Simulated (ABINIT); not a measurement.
Runs of ABINIT 10.8.3 (patched build) on Nb. It takes space group Im-3m (No. 229, cubic). Conventional cell: a = 3.328 Å, b = 3.328 Å, c = 3.328 Å, α = 90.00°, β = 90.00°, γ = 90.00°. Around Nb (site symmetry m-3m) lie 8 Nb at 2.88 Å. 

| task | level | potentials or basis | cell | k mesh | cutoff (eV) | smearing | fine-grid cutoff | cell freedom (optcell) | optimiser (ionmov) | cutoff smearing ecutsm (Ha) | force stop (Ha/bohr) | gap on the mesh (eV) | pressure (GPa) |
| --- | --- | --- | --- | --- | --- | --- | --- | --- | --- | --- | --- | --- | --- |
| single point | PBEsol | JTH PAW PBE v2.0 | as given | 8 × 8 × 8 | 435 | fermi-dirac 0.05 eV | 870.764 eV | - | - | - | - | none | -8.6 |
| relaxation of cell and atoms | LDA | PseudoDojo NC SR LDA v0.4.1 standard | relaxed | 8 × 8 × 8 | 1116 | fermi-dirac 0.05 eV | - | 2 | 2 | 0.5 | 2e-05 | none | 0.0 |
| positron lifetime | PBEsol | JTH PAW PBE v2.0 | as given | 8 × 8 × 8 | 435 | fermi-dirac 0.2 eV | 870.764 eV | - | - | - | - | none | -8.2 |
| optical spectrum | PBEsol | PseudoDojo NC SR PBEsol v0.4.1 standard | as given | 14 × 14 × 14, with 2 shifts | 1007 | methfessel-paxton 0.2 eV | - | - | - | - | - | - | -8.9 |
| single point | LDA | JTH PAW LDA v2.0 | as given | 8 × 8 × 8 | 435 | fermi-dirac 0.05 eV | 870.764 eV | - | - | - | - | none | (a) |
| phonon dispersion | PBEsol | JTH PAW PBE v2.0 | as given | 12 × 12 × 12 | 435 | fermi-dirac 0.1 eV | 870.764 eV | - | - | - | - | none | -9.0 |
| phonons at a zone-boundary q | LDA | JTH PAW LDA v2.0 | as given | 12 × 12 × 12 | 435 | cold (ABINIT) 0.2 eV | 870.764 eV | - | - | - | - | none | (b) |
| positron lifetime | PBE | JTH PAW PBE v2.0 | as given | 8 × 8 × 8 | 435 | gaussian 0.2 eV | 870.764 eV | - | - | - | - | none | -2.8 |

Alike in all rows: no spin polarisation.

Question: Fill in the values left out.

Answer: (a) -12.3; (b) -12.9.

Caveats: the PAW data sets were made with another functional, which shifts forces and pressure a little (some runs); the PAW basis is incomplete for the positron (some runs); the intraband (Drude) term is left out (some runs); spectra need much finer meshes, so this one isn't converged (some runs); the cell is more than 3 GPa from zero pressure, which shifts response properties (some runs).

A k mesh can miss the band edges, and the runs leave out spin-orbit coupling on Nb.

A gap of «none» marks a metal or a gap under the smearing width.

Not every run made on this cell is shown here.
